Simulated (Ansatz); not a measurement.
## Structural relaxation of Al-Ir Mackay icosahedron of 55 atoms (core-shell)

Wanted: the relaxed structure of Al-Ir Mackay icosahedron of 55 atoms (core-shell) and its electronic structure.

Method: Kohn-Sham DFT, PBE, PAW (set soft_2), plane waves, in Ansatz 0.2.0.

## (1) Set-up

The cell holds 55 atoms: 15 Ir and 40 Al. Cell: a = 19.744 Å, b = 19.744 Å, c = 19.744 Å, α = 90.0°, β = 90.0°, γ = 90.0°. It derives from Al and Ir. Mackay icosahedron of 55 atoms at a = 4.05 Å, 10 Å of vacuum, the 15 innermost atoms Ir; every coordinate displaced by a Gaussian of 0.05 Å. Vacuum lies along a, b and c.

Before any run, some limits are plain. The main run has no spin polarisation, so any moments at edges, vacancies or dangling bonds can't form in it. The electron count is odd and the run has no spin polarisation, so levels at the top are partly filled by construction. The levels lack spin–orbit coupling, which is large for the heavy elements here.

## (2) Relaxation

With the cell held, the atoms are moved downhill towards a nearby minimum.

Input file input.yaml:

```yaml
crystal:
  lattice:
    - [19.74432, 0.0, 0.0]
    - [0.0, 19.74432, 0.0]
    - [0.0, 0.0, 19.74432]
  atoms:
    - { symbol: Ir, position: [0.49787, 0.50035, 0.49985] }
    - { symbol: Ir, position: [0.62189, 0.50367, 0.42172] }
    - { symbol: Ir, position: [0.62369, 0.50102, 0.57717] }
    - { symbol: Ir, position: [0.37629, 0.49662, 0.42539] }
    - { symbol: Ir, position: [0.37896, 0.50444, 0.57996] }
    - { symbol: Ir, position: [0.4235, 0.62088, 0.49941] }
    - { symbol: Ir, position: [0.57272, 0.6224, 0.50362] }
    - { symbol: Ir, position: [0.42182, 0.37786, 0.5012] }
    - { symbol: Ir, position: [0.57058, 0.38127, 0.5032] }
    - { symbol: Ir, position: [0.49931, 0.42582, 0.62477] }
    - { symbol: Ir, position: [0.50184, 0.57542, 0.62438] }
    - { symbol: Ir, position: [0.50255, 0.42257, 0.37552] }
    - { symbol: Ir, position: [0.50138, 0.576, 0.37652] }
    - { symbol: Al, position: [0.75123, 0.4995, 0.35161] }
    - { symbol: Ir, position: [0.74802, 0.50251, 0.50271] }
    - { symbol: Al, position: [0.74221, 0.50506, 0.65369] }
    - { symbol: Al, position: [0.25056, 0.49928, 0.34842] }
    - { symbol: Ir, position: [0.2523, 0.49897, 0.49855] }
    - { symbol: Al, position: [0.25201, 0.49895, 0.65679] }
    - { symbol: Al, position: [0.34528, 0.74623, 0.50029] }
    - { symbol: Al, position: [0.49964, 0.74394, 0.49982] }
    - { symbol: Al, position: [0.65639, 0.74849, 0.49901] }
    - { symbol: Al, position: [0.34673, 0.25314, 0.502] }
    - { symbol: Al, position: [0.50022, 0.25268, 0.50721] }
    - { symbol: Al, position: [0.64936, 0.25348, 0.49829] }
    - { symbol: Al, position: [0.50214, 0.34561, 0.74789] }
    - { symbol: Al, position: [0.49844, 0.49694, 0.74587] }
    - { symbol: Al, position: [0.4971, 0.64899, 0.74752] }
    - { symbol: Al, position: [0.49665, 0.3473, 0.25129] }
    - { symbol: Al, position: [0.50151, 0.49528, 0.25204] }
    - { symbol: Al, position: [0.50154, 0.65488, 0.25382] }
    - { symbol: Al, position: [0.61964, 0.41954, 0.70176] }
    - { symbol: Al, position: [0.6217, 0.57675, 0.69349] }
    - { symbol: Al, position: [0.62342, 0.42542, 0.29903] }
    - { symbol: Al, position: [0.62279, 0.57576, 0.2965] }
    - { symbol: Al, position: [0.378, 0.42956, 0.701] }
    - { symbol: Al, position: [0.37799, 0.57366, 0.69938] }
    - { symbol: Al, position: [0.37679, 0.42101, 0.30116] }
    - { symbol: Al, position: [0.37601, 0.57759, 0.30529] }
    - { symbol: Al, position: [0.70016, 0.61819, 0.42148] }
    - { symbol: Al, position: [0.7012, 0.62162, 0.57115] }
    - { symbol: Al, position: [0.30299, 0.62457, 0.42507] }
    - { symbol: Al, position: [0.30105, 0.62441, 0.57462] }
    - { symbol: Al, position: [0.70338, 0.37502, 0.42311] }
    - { symbol: Al, position: [0.69784, 0.37152, 0.57373] }
    - { symbol: Al, position: [0.29924, 0.37744, 0.42478] }
    - { symbol: Al, position: [0.30164, 0.37694, 0.57847] }
    - { symbol: Al, position: [0.42107, 0.69639, 0.62205] }
    - { symbol: Al, position: [0.57717, 0.69951, 0.6218] }
    - { symbol: Al, position: [0.4252, 0.30179, 0.62321] }
    - { symbol: Al, position: [0.57805, 0.29715, 0.62507] }
    - { symbol: Al, position: [0.42312, 0.69784, 0.37548] }
    - { symbol: Al, position: [0.57378, 0.70337, 0.37723] }
    - { symbol: Al, position: [0.42345, 0.30495, 0.38073] }
    - { symbol: Al, position: [0.57723, 0.29503, 0.37213] }
kpoints:
  mp_grid: { grid: [1, 1, 1] }
hamiltonian:
  xc: pbe
scf:
  occupations: { method: fermi_dirac, width: 0.1 }
output:
  forces: true
relax:
  f_tol: 0.05
  max_steps: 40
```

On the command line:

```sh
> ansatz run input.yaml --threads 4 --pin off --max-ram 8192MiB --backend cpu --events-out ev --progress --plain --runs-dir out
```

Numbers of over 12 decimals in the logs are rounded to 6 here.

Output:

```text
Engine: ansatz 0.2.0, aarch64-unknown-linux-gnu
Pseudopotentials: kind: paw
Pseudopotential: Ir, paw, valence charge 17, recommended cutoff 420 eV (normal), Ir.paw.azcp
Pseudopotential: Al, paw, valence charge 3, recommended cutoff 420 eV (normal), Al.paw.azcp
[... 5 lines on functional and potentials left out ...]
Crystal: 55 atoms, lattice volume = 7697.090 Å³
Basis set: ecut = 420 eV, 150165 PW (Γ), exchange–correlation on 270×270×270 points (8 copies of the dense FFT grid, shifted against one another)
Bands: 243, of which v1, the nominal top of the filled ones, is band 188 counted from 1 (187 counted from 0)
Symmetry: 1 space group operations
Space group: P1 (ITA 1), of the structure as read, at distance tolerance 2.0e-4 Å
k-points: 1
[... 5 lines on functional and potentials left out ...]
Initial density: superposition of atomic densities (neutral atoms: chi_scale 0, normalization atom), corrected by the library's trained network
Initial wavefunctions: pseudopotential atomic-orbital guess
Functional: x = pbe(κ = 0.804, μ = 0.219515), c = pbe(β = 0.066725)
SCF iter   1: F=—  HF=-200492.754435 eV  |F-HF|=—  |Δ(HF+E_count)|=         —  Δρ=4.16e-3  dr2=6.41e0  ethr=1.77e-3  ⟨swp⟩=8.0  Hψ=1120  notcnv=0  defer=1
preconditioner: auto → LDOS  [metal: Δε(μ)=0.167 eV  Ē_g=4.524 eV  σ=0.100 eV  W_gap=0.35  n_scr=586 (ndim 8)  ℏωp=6.8 eV  f_vac=0.758  D(μ)=52.60/eV (n_scr^D=178)  β→1.0]
SCF iter   2: F=—  HF=-200492.498238 eV  |F-HF|=—  |Δ(HF+E_count)|=   2.56e-1  Δρ=1.59e-3  dr2=2.04e-1  ethr=1.71e-3  ⟨swp⟩=1.0  Hψ=280  notcnv=0  defer=1
SCF iter   3: F=—  HF=-200492.507882 eV  |F-HF|=—  |Δ(HF+E_count)|=   9.64e-3  Δρ=8.95e-4  dr2=8.30e-2  ethr=5.45e-5  ⟨swp⟩=2.0  Hψ=424  notcnv=0  defer=9
SCF iter   4: F=—  HF=-200492.495582 eV  |F-HF|=—  |Δ(HF+E_count)|=   1.23e-2  Δρ=2.01e-4  dr2=5.61e-3  ethr=2.21e-5  ⟨swp⟩=2.0  Hψ=398  notcnv=0  defer=9
SCF iter   5: F=—  HF=-200492.496480 eV  |F-HF|=—  |Δ(HF+E_count)|=   8.98e-4  Δρ=6.14e-5  dr2=8.09e-4  ethr=1.50e-6  ⟨swp⟩=2.0  Hψ=377  notcnv=0  defer=9
SCF iter   6: F=—  HF=-200492.496435 eV  |F-HF|=—  |Δ(HF+E_count)|=   4.50e-5  Δρ=3.13e-5  dr2=1.93e-4  ethr=2.16e-7  ⟨swp⟩=2.0  Hψ=354  notcnv=0  defer=9
SCF iter   7: F=-200492.496442 eV  HF=-200492.496450 eV  |F-HF|=8.43e-6  |Δ(HF+E_count)|=   1.54e-5  Δρ=9.93e-6  dr2=2.14e-5  ethr=1.67e-8  ⟨swp⟩=3.0  Hψ=839  notcnv=0
smearing: bands 186 to 189 share 4.796 electrons (they would hold 3.000 with every lower band full and every higher one empty; bands counted from 0; each is filled to between 0.5822 and 0.6352 of a full level; at each k-point the levels lie within 2.2e-2 eV, against a smearing width of 0.1000 eV). The entropy term TS of this state is 1.9911 eV
SCF 1 converged in 7 iterations: F = -200492.496442 eV  dr2 = 2.14e-5
  greatest PAW one-centre occupation: 1.000 electrons in one spin orbital (limit 2), on the Ir atom at site 0 (counted from 0), in its partial waves of l = 0
relax step   1: F+E_penalty+E_count = -200492.49644189 eV  Δ(F+E_penalty+E_count) = +0.000e0 eV  max|allowed force component| = 2.722e0 eV/Å  Δτ_max = 0.0000 Å  (7 SCF iters, dr2 threshold 6.25e-5 eV, accepted)
[... from here on, the SCF cycles and remarks between the steps are left out ...]
relax step   2: F+E_penalty+E_count = -200498.51906778 eV  Δ(F+E_penalty+E_count) = -6.023e0 eV  max|allowed force component| = 1.569e0 eV/Å  Δτ_max = 0.1950 Å  (7 SCF iters, dr2 threshold 1.00e-4 eV, accepted)
relax step   3: F+E_penalty+E_count = -200504.24282031 eV  Δ(F+E_penalty+E_count) = -5.724e0 eV  max|allowed force component| = 7.862e-1 eV/Å  Δτ_max = 0.1950 Å  (7 SCF iters, dr2 threshold 1.00e-4 eV, accepted)
relax step   4: F+E_penalty+E_count = -200506.59839382 eV  Δ(F+E_penalty+E_count) = -2.356e0 eV  max|allowed force component| = 4.351e-1 eV/Å  Δτ_max = 0.1973 Å  (7 SCF iters, dr2 threshold 1.00e-4 eV, accepted)
relax step   5: F+E_penalty+E_count = -200506.86058901 eV  Δ(F+E_penalty+E_count) = -2.622e-1 eV  max|allowed force component| = 2.083e-1 eV/Å  Δτ_max = 0.2000 Å  (7 SCF iters, dr2 threshold 4.75e-5 eV, accepted)
relax step   6: F+E_penalty+E_count = -200506.89254144 eV  Δ(F+E_penalty+E_count) = -3.195e-2 eV  max|allowed force component| = 1.196e-1 eV/Å  Δτ_max = 0.0679 Å  (7 SCF iters, dr2 threshold 9.95e-6 eV, accepted)
relax step   7: F+E_penalty+E_count = -200506.90984570 eV  Δ(F+E_penalty+E_count) = -1.730e-2 eV  max|allowed force component| = 1.455e-1 eV/Å  Δτ_max = 0.2000 Å  (8 SCF iters, dr2 threshold 3.28e-6 eV, accepted)
relax step   8: F+E_penalty+E_count = -200506.91967127 eV  Δ(F+E_penalty+E_count) = -9.826e-3 eV  max|allowed force component| = 5.453e-2 eV/Å  Δτ_max = 0.1077 Å  (7 SCF iters, dr2 threshold 6.97e-6 eV, accepted)
relax step   9: F+E_penalty+E_count = -200506.92460917 eV  Δ(F+E_penalty+E_count) = -4.938e-3 eV  max|allowed force component| = 7.160e-2 eV/Å  Δτ_max = 0.0690 Å  (9 SCF iters, accepted)
relax step  10: F+E_penalty+E_count = -200506.93151932 eV  Δ(F+E_penalty+E_count) = -6.910e-3 eV  max|allowed force component| = 2.816e-2 eV/Å  Δτ_max = 0.0390 Å  (8 SCF iters, accepted)
relax step  11: F+E_penalty+E_count = -200506.93190007 eV  Δ(F+E_penalty+E_count) = -3.808e-4 eV  max|allowed force component| = 1.983e-2 eV/Å  Δτ_max = 0.0231 Å  (7 SCF iters, accepted)
[...]
relax step  16: F+E_penalty+E_count = -200506.94294901 eV  Δ(F+E_penalty+E_count) = -5.978e-3 eV  max|allowed force component| = 8.993e-2 eV/Å  Δτ_max = 0.0830 Å  (7 SCF iters, dr2 threshold 2.82e-6 eV, accepted)
relax step  17: F+E_penalty+E_count = -200506.95275090 eV  Δ(F+E_penalty+E_count) = -9.802e-3 eV  max|allowed force component| = 1.159e-1 eV/Å  Δτ_max = 0.0852 Å  (6 SCF iters, dr2 threshold 8.09e-6 eV, accepted)
relax step  18: F+E_penalty+E_count = -200506.96520488 eV  Δ(F+E_penalty+E_count) = -1.245e-2 eV  max|allowed force component| = 9.631e-2 eV/Å  Δτ_max = 0.0384 Å  (6 SCF iters, dr2 threshold 1.34e-5 eV, accepted)
relax step  19: F+E_penalty+E_count = -200507.01905287 eV  Δ(F+E_penalty+E_count) = -5.385e-2 eV  max|allowed force component| = 1.618e-1 eV/Å  Δτ_max = 0.1950 Å  (8 SCF iters, dr2 threshold 6.41e-6 eV, accepted)
relax step  20: F+E_penalty+E_count = -200507.05479374 eV  Δ(F+E_penalty+E_count) = -3.574e-2 eV  max|allowed force component| = 3.615e-1 eV/Å  Δτ_max = 0.1933 Å  (7 SCF iters, dr2 threshold 1.81e-5 eV, accepted)
relax step  21: F+E_penalty+E_count = -200507.12664432 eV  Δ(F+E_penalty+E_count) = -7.185e-2 eV  max|allowed force component| = 3.580e-1 eV/Å  Δτ_max = 0.1915 Å  (5 SCF iters, dr2 threshold 1.00e-4 eV, accepted)
relax step  22: F+E_penalty+E_count = -200507.24501933 eV  Δ(F+E_penalty+E_count) = -1.184e-1 eV  max|allowed force component| = 2.618e-1 eV/Å  Δτ_max = 0.1987 Å  (5 SCF iters, dr2 threshold 1.00e-4 eV, accepted)
relax step  23: F+E_penalty+E_count = -200507.35868025 eV  Δ(F+E_penalty+E_count) = -1.137e-1 eV  max|allowed force component| = 4.203e-1 eV/Å  Δτ_max = 0.1950 Å  (6 SCF iters, dr2 threshold 3.67e-5 eV, accepted)
relax step  24: F+E_penalty+E_count = -200507.47212439 eV  Δ(F+E_penalty+E_count) = -1.134e-1 eV  max|allowed force component| = 4.294e-1 eV/Å  Δτ_max = 0.2000 Å  (6 SCF iters, dr2 threshold 9.45e-5 eV, accepted)
relax step  25: F+E_penalty+E_count = -200507.57612425 eV  Δ(F+E_penalty+E_count) = -1.040e-1 eV  max|allowed force component| = 2.905e-1 eV/Å  Δτ_max = 0.1947 Å  (6 SCF iters, dr2 threshold 1.00e-4 eV, accepted)
relax step  26: F+E_penalty+E_count = -200507.65408355 eV  Δ(F+E_penalty+E_count) = -7.796e-2 eV  max|allowed force component| = 2.193e-1 eV/Å  Δτ_max = 0.2000 Å  (6 SCF iters, dr2 threshold 3.86e-5 eV, accepted)
relax step  27: F+E_penalty+E_count = -200507.71828342 eV  Δ(F+E_penalty+E_count) = -6.420e-2 eV  max|allowed force component| = 1.149e-1 eV/Å  Δτ_max = 0.1948 Å  (6 SCF iters, dr2 threshold 2.20e-5 eV, accepted)
relax step  28: F+E_penalty+E_count = -200507.77448895 eV  Δ(F+E_penalty+E_count) = -5.621e-2 eV  max|allowed force component| = 1.499e-1 eV/Å  Δτ_max = 0.1968 Å  (7 SCF iters, dr2 threshold 3.62e-6 eV, accepted)
relax step  29: F+E_penalty+E_count = -200507.82657391 eV  Δ(F+E_penalty+E_count) = -5.208e-2 eV  max|allowed force component| = 1.668e-1 eV/Å  Δτ_max = 0.1950 Å  (7 SCF iters, dr2 threshold 6.16e-6 eV, accepted)
relax step  30: F+E_penalty+E_count = -200507.87052686 eV  Δ(F+E_penalty+E_count) = -4.395e-2 eV  max|allowed force component| = 1.784e-1 eV/Å  Δτ_max = 0.1964 Å  (6 SCF iters, dr2 threshold 2.78e-5 eV, accepted)
relax step  31: F+E_penalty+E_count = -200507.87110570 eV  Δ(F+E_penalty+E_count) = -5.788e-4 eV  max|allowed force component| = 1.721e-1 eV/Å  Δτ_max = 0.2000 Å  (7 SCF iters, dr2 threshold 3.18e-5 eV, accepted)
relax step  32: F+E_penalty+E_count = -200507.91827950 eV  Δ(F+E_penalty+E_count) = -4.717e-2 eV  max|allowed force component| = 6.884e-2 eV/Å  Δτ_max = 0.1306 Å  (6 SCF iters, dr2 threshold 2.76e-5 eV, accepted)
relax step  33: F+E_penalty+E_count = -200507.92319607 eV  Δ(F+E_penalty+E_count) = -4.917e-3 eV  max|allowed force component| = 2.947e-2 eV/Å  Δτ_max = 0.0217 Å  (7 SCF iters, accepted)
SCF converged after 7 iterations
Free energy (F): -200507.923196 eV
Harris-Foulkes:  -200507.923196 eV  (|F-HF|=1.63e-7)
Internal energy: -200506.785332 eV  (E = F + TS)
E sigma→0 (E₀):  -200507.354264 eV
Entropy (-TS):   -1.137864 eV (-20.688 meV/atom)
Fermi energy:    -2.788928 eV
--- Per-component energies (eV) ---
  E_band       = -9075.831951
  E_kinetic    = 10207.074173
  E_local      = -268009.908679  (includes V_loc(G=0)·N_el)
  E_nonlocal   = 1527.491818
  E_hartree    = 128212.017137
  E_xc         = -5558.385667
  E_vxc        = -5589.987595  (∫ρ·V_xc dr)
  E_paw        = -157050.565434  (= ΣΔE_a)
  E_vpaw       = -3634.532040  (= ΣTr[D̂ρ^β])
  E_aug_tail   = 0.000868  (compensation charges beyond the density's cutoff)
  E_ewald      = 90165.490453
  E_smearing   = -1.137864  (= −TS)
  E_closure    = 0.000000  (closes the sum)
  Σ components = -200507.923196   (vs F -200507.923196, Δ=0.00e0)
--- Forces (eV/Å), atoms counted from 1 ---
  atom   1  Ir     0.00925837    -0.00912278     0.00973742
  atom   2  Ir     0.00272563    -0.01234926    -0.00017613
  atom   3  Ir     0.00030077    -0.01817161    -0.02947123
  atom   4  Ir    -0.01395789     0.01535496    -0.00819526
  atom   5  Ir    -0.00982806     0.00602644    -0.00275066
  atom   6  Ir    -0.00127893    -0.00710631     0.00540621
  atom   7  Ir    -0.01472534     0.00404181     0.00656329
  atom   8  Ir    -0.00865242    -0.00861857    -0.00488929
  atom   9  Ir     0.00566982    -0.00208527    -0.01050811
  atom  10  Ir    -0.00538455    -0.00495885    -0.00340250
  atom  11  Ir    -0.00115812     0.00635720     0.01217401
  atom  12  Ir    -0.00065047     0.01069887     0.02404680
  atom  13  Ir     0.00000457    -0.00934369    -0.00217714
  atom  14  Al    -0.00275334    -0.00155569     0.00847377
[...]
atom  54  Al     0.00254621     0.00326596    -0.00151935
  atom  55  Al    -0.00057812     0.00879789    -0.00383325
  max |Σ_I F_I| component: 1.22e-4 eV/Å
--- Relaxed structure (33 steps of the walk, 33 accepted, 0 SCFs on fresh bases) ---
  F+E_penalty+E_count = -200507.92319607 eV   max|allowed force component| = 2.947e-2 eV/Å
  atoms:
    - { symbol: Ir, position: [0.498976, 0.501740, 0.493395] }
    - { symbol: Ir, position: [0.608153, 0.501844, 0.422650] }
    - { symbol: Ir, position: [0.611791, 0.503684, 0.563066] }
    - { symbol: Ir, position: [0.385317, 0.497218, 0.427490] }
[...]
- { symbol: Al, position: [0.565722, 0.308398, 0.386226] }
```

Elapsed: 19 min, on 4 threads of Arm Neoverse V2, shared host; peak memory 5.9 GiB; 73 min of CPU time.

Notices of the run: open shared shell at semilocal close.

The steps of the relaxation (22 of 33):

| step | energy less that of the first step (eV) | largest force component (eV/Å) |
| --- | --- | --- |
| 1 | 0.0000 | 2.7216 |
| 3 | -11.7464 | 0.7862 |
| 4 | -14.1020 | 0.4351 |
| 6 | -14.3961 | 0.1196 |
| 7 | -14.4134 | 0.1455 |
| 9 | -14.4282 | 0.0716 |
| 10 | -14.4351 | 0.0282 |
| 12 | -14.4360 | 0.0158 |
| 13 | -14.4363 | 0.0142 |
| 15 | -14.4405 | 0.0531 |
| 16 | -14.4465 | 0.0899 |
| 18 | -14.4688 | 0.0963 |
| 19 | -14.5226 | 0.1618 |
| 21 | -14.6302 | 0.3580 |
| 22 | -14.7486 | 0.2618 |
| 24 | -14.9757 | 0.4294 |
| 25 | -15.0797 | 0.2905 |
| 27 | -15.2218 | 0.1149 |
| 28 | -15.2780 | 0.1499 |
| 30 | -15.3741 | 0.1784 |
| 31 | -15.3747 | 0.1721 |
| 33 | -15.4268 | 0.0295 |

The atoms that moved most (Å):

| atom | dx | dy | dz | length |
| --- | --- | --- | --- | --- |
| Al31 | 1.043 | 0.447 | 2.272 | 2.540 |
| Al53 | 1.783 | 0.659 | 0.511 | 1.969 |
| Al22 | -0.591 | -0.190 | 0.557 | 0.834 |
| Al16 | -0.257 | 0.024 | -0.620 | 0.672 |
| Al19 | 0.397 | 0.026 | -0.484 | 0.627 |
| Al44 | -0.396 | 0.374 | 0.114 | 0.556 |
| Al32 | -0.051 | 0.271 | -0.455 | 0.532 |
| Al45 | -0.276 | 0.392 | -0.200 | 0.520 |

The relaxation changed the energy by -280 meV/atom, and atoms moved by 0.59 Å r.m.s., 2.5 Å at most.

## (3) Local order after relaxation

Normalised to the volume that the atoms fill. Pair distribution functions g(r), in bins of 0.1 Å:

| r (Å) | total | Al-Al | Al-Ir | Ir-Ir |
| --- | --- | --- | --- | --- |
| 2.45 | 0.00 | 0.00 | 0.00 | 0.00 |
| 2.55 | 3.49 | 0.66 | 7.33 | 3.10 |
| 2.65 | 6.98 | 2.65 | 11.90 | 11.70 |
| 2.75 | 6.85 | 8.38 | 1.02 | 27.10 |
| 2.85 | 3.60 | 3.75 | 1.18 | 15.40 |
| 2.95 | 1.60 | 2.51 | 0.23 | 2.40 |
| 3.05 | 0.66 | 0.78 | 0.20 | 2.21 |
| 3.15 | 0.16 | 0.30 | 0.00 | 0.00 |
| 3.25 | 0.07 | 0.14 | 0.00 | 0.00 |
| 3.35 | 0.07 | 0.00 | 0.17 | 0.00 |
| 3.45 | 0.06 | 0.12 | 0.00 | 0.00 |
| 3.55 | 0.00 | 0.00 | 0.00 | 0.00 |
| 3.65 | 0.17 | 0.11 | 0.29 | 0.00 |
| 3.75 | 1.03 | 0.00 | 2.46 | 0.72 |
| 3.85 | 1.55 | 0.10 | 3.51 | 1.41 |
| 3.95 | 0.34 | 0.09 | 0.62 | 0.67 |
| 4.05 | 0.23 | 0.09 | 0.47 | 0.00 |
| 4.15 | 0.00 | 0.00 | 0.00 | 0.00 |
| 4.25 | 0.09 | 0.16 | 0.00 | 0.00 |
| 4.35 | 0.56 | 0.76 | 0.40 | 0.00 |
| 4.45 | 1.93 | 1.60 | 1.75 | 5.20 |
| 4.55 | 1.59 | 1.12 | 1.40 | 6.00 |
| 4.65 | 0.95 | 0.73 | 0.89 | 2.87 |
| 4.75 | 0.61 | 0.19 | 1.03 | 1.38 |
| 4.85 | 0.84 | 0.86 | 0.90 | 0.44 |
| 4.95 | 0.94 | 0.94 | 1.10 | 0.00 |
| 5.05 | 0.69 | 0.57 | 0.98 | 0.00 |
| 5.15 | 1.84 | 0.71 | 3.63 | 0.38 |
| 5.25 | 2.34 | 1.42 | 3.50 | 2.62 |
| 5.35 | 0.91 | 0.51 | 1.42 | 1.07 |
| 5.45 | 0.28 | 0.29 | 0.13 | 1.04 |
| 5.55 | 0.32 | 0.33 | 0.38 | 0.00 |
| 5.65 | 0.19 | 0.18 | 0.24 | 0.00 |
| 5.75 | 0.16 | 0.31 | 0.00 | 0.00 |
| 5.85 | 0.04 | 0.04 | 0.06 | 0.00 |
| 5.95 | 0.07 | 0.08 | 0.05 | 0.00 |
| 6.05 | 0.04 | 0.04 | 0.05 | 0.00 |
| 6.15 | 0.16 | 0.08 | 0.30 | 0.00 |
| 6.25 | 0.78 | 0.70 | 1.04 | 0.00 |
| 6.35 | 0.85 | 0.72 | 1.10 | 0.51 |
| 6.45 | 0.41 | 0.35 | 0.47 | 0.50 |
| 6.55 | 0.14 | 0.24 | 0.05 | 0.00 |
| 6.65 | 0.10 | 0.10 | 0.13 | 0.00 |
| 6.75 | 0.39 | 0.38 | 0.47 | 0.00 |

(Continued in part 2 of 2.)

[Logs are printed without paths, hosts, clocks, repeated set-up lines and the standing remarks that a program may print on its own settings, such as how far it seeks lower states.]

[Hosts, paths, dates, database ids (printed as entryN), source tags and the programs' standing remarks are cut or masked in the printed files.]
